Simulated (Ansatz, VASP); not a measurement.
# Two plane-wave programs on BiTe

```
CELL_PARAMETERS angstrom
0.00000 3.25642 3.25642
3.25642 0.00000 3.25642
3.25642 3.25642 0.00000
ATOMIC_POSITIONS crystal
Bi 0.00000 0.00000 0.00000
Te 0.50000 0.50000 0.50000
```

Alike in both runs: task single point; functional r2SCAN; k mesh 7 × 7 × 7; occupations fermi-dirac, width 0.05 eV; no spin polarisation.

|  | VASP | Ansatz |
| --- | --- | --- |
| version | VASP 6.6.1 | Ansatz 0.2.0 |
| potentials or method | VASP PAW PBE potentials, release 64 (Bi_d, Te) | Ansatz PAW |
| plane-wave cutoff (eV) | 520 | 500 |
| valence electrons in the cell | 21 | 31 |

```tsv
	VASP	Ansatz	Ansatz less VASP
gap on the k mesh at the Fermi level (eV)	none	none	-
pressure (GPa)	-0.9	-0.9	+0.03
```

A gap of «none» marks a metal or a gap that the smearing closes. The two sets of potentials don't hold the same shells in valence.

Caveats: spin-orbit coupling is left out, which moves the levels of the heavy elements; the PAW data sets were made with another functional, which shifts forces and pressure a little (VASP); the PAW data sets come from PBE, with cores solved anew for the run's functional, which leaves a small shift of forces and pressure (Ansatz).
